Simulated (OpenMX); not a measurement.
# CdS (Hawleyite) under changes of volume

One of the cells (24.808 Å³/atom); the others are scaled copies at fixed shape and fractional positions:

```
Cd S
1.0
     0.00000    2.91650    2.91650
     2.91650    0.00000    2.91650
     2.91650    2.91650    0.00000
Cd S
1 1
Direct
  0.00000 0.00000 0.00000
  0.75000 0.75000 0.75000
```

- Program: OpenMX 3.8.5
- Functional: PBE
- Potentials or basis: OpenMX 2013 PBE set, Cd7.0-s3p2d2f1, S7.0-s3p2d2f1, fixed grid of 45 × 45 × 45 points
- k mesh: 9 × 9 × 9
- Occupations: fermi-dirac, width 0.05 eV
- Spin: no spin polarisation

```tsv
volume (Å³/atom)	energy over the lowest point (meV/atom)	gap on the mesh (eV)
23.319	62.96	1.37
23.815	40.95	1.33
24.312	?	?
24.808	12.17	1.23
25.304	4.41	1.19
25.800	0.60	1.14
26.296	0.00	1.10
```

Q: What does the run at 24.312 Å³/atom give?

A: Energy over the lowest point 24.23 meV/atom; gap on the mesh 1.28 eV.

Worked out: A Birch-Murnaghan fit of order 3 (a polynomial in V^(-2/3)) to the other rows has its minimum at 26.12 Å³/atom with B0 = V·E''(V) = 54 GPa and B' = 4.8. It gives 24.16 meV/atom at 24.312 Å³/atom, against the run's 24.23. A straight line through the other rows of the gap, of slope -2.28 eV per unit of ln V (its deformation potential), gives 1.28 eV, against the run's 1.28.

Energies are extrapolated to zero smearing.

Caveats: the basis of atomic orbitals isn't converged, which shifts pressures, moduli and gaps.

Spin-orbit coupling on Cd is left out.
